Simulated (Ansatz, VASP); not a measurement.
**One calculation of HgSe, two programs**

```
Hg Se
1.0
     0.00000    3.09267    3.09267
     3.09267    0.00000    3.09267
     3.09267    3.09267    0.00000
Hg Se
1 1
Direct
  0.00000 0.00000 0.00000
  0.25000 0.25000 0.25000
```

The cell was built by a generator and needn't be a form met in nature.

Alike in both runs: task single point; functional PBE; k mesh 6 × 6 × 6; occupations fermi-dirac, width 0.02 eV; no spin polarisation.

|  | VASP | Ansatz |
| --- | --- | --- |
| version | VASP 6.6.1 | Ansatz 0.2.0 |
| potentials or method | VASP PAW PBE potentials, release 64 (Hg, Se) | plane waves, PAW |
| plane-wave cutoff (eV) | 520 | 420 |
| valence electrons in the cell | 18 | 36 |

```csv
,VASP,Ansatz,Ansatz less VASP
pressure (GPa),1.9,1.7,-0.22
```

The two sets of potentials don't hold the same shells in valence.

Spin-orbit coupling is left out, which matters for the levels of Hg.
